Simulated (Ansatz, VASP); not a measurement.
**Ti: VASP and Ansatz over several settings**

```
Ti
1.0
     0.00000    2.03000    2.03000
     2.03000    0.00000    2.03000
     2.03000    2.03000    0.00000
Ti
1
Direct
  0.00000 0.00000 0.00000
```

This isn't the form of Ti at room conditions, which is hcp.

Single points on this cell with VASP 6.6.1 and Ansatz 0.2.0. Each row is one pair of runs. Alike in all rows: spin: off; k mesh: 11 × 11 × 11; Ansatz's potentials, cutoff: Ansatz PAW, 420 eV.

| level | smearing | VASP's potentials, cutoff | gap on the k mesh at the Fermi level (eV), VASP | gap on the k mesh at the Fermi level (eV), Ansatz | pressure (GPa), VASP | pressure (GPa), Ansatz |
| --- | --- | --- | --- | --- | --- | --- |
| PBE | gaussian, width 0.011 eV | VASP PAW PBE potentials, release 64 (Ti_sv), 520 eV | none | none | 3.5 | 3.8 |
| PBE | gaussian, width 0.012 eV | VASP PAW PBE potentials, release 64 (Ti_sv), 520 eV | none | none | 3.5 | 3.8 |
| PBE | gaussian, width 0.013 eV | VASP PAW PBE potentials, release 64 (Ti_sv), 520 eV | none | none | 3.5 | 3.8 |
| PBE | gaussian, width 0.014 eV | VASP PAW PBE potentials, release 64 (Ti_sv), 520 eV | none | none | 3.5 | 3.8 |
| PBE | gaussian, width 0.015 eV | VASP PAW PBE potentials, release 64 (Ti_sv), 520 eV | none | none | 3.5 | 3.8 |
| PBE | gaussian, width 0.016 eV | VASP PAW PBE potentials, release 64 (Ti_sv), 520 eV | none | none | 3.5 | 3.8 |
| LDA | gaussian, width 0.02 eV | VASP PAW LDA potentials, release 64 (Ti_sv), 520 eV | none | none | -5.4 | -5.3 |
| PBEsol | gaussian, width 0.02 eV | VASP PAW PBE potentials, release 64 (Ti_sv), 520 eV | none | none | -1.2 | -0.9 |

Pressure (GPa): the two programs differ by at most 0.32.

A gap of «none» marks a metal or a gap that the smearing closes.

Caveats: the PAW data sets were made with another functional, which shifts forces and pressure a little (VASP); the PAW data sets come from PBE, with cores solved anew for the run's functional, which leaves a small shift of forces and pressure (Ansatz).
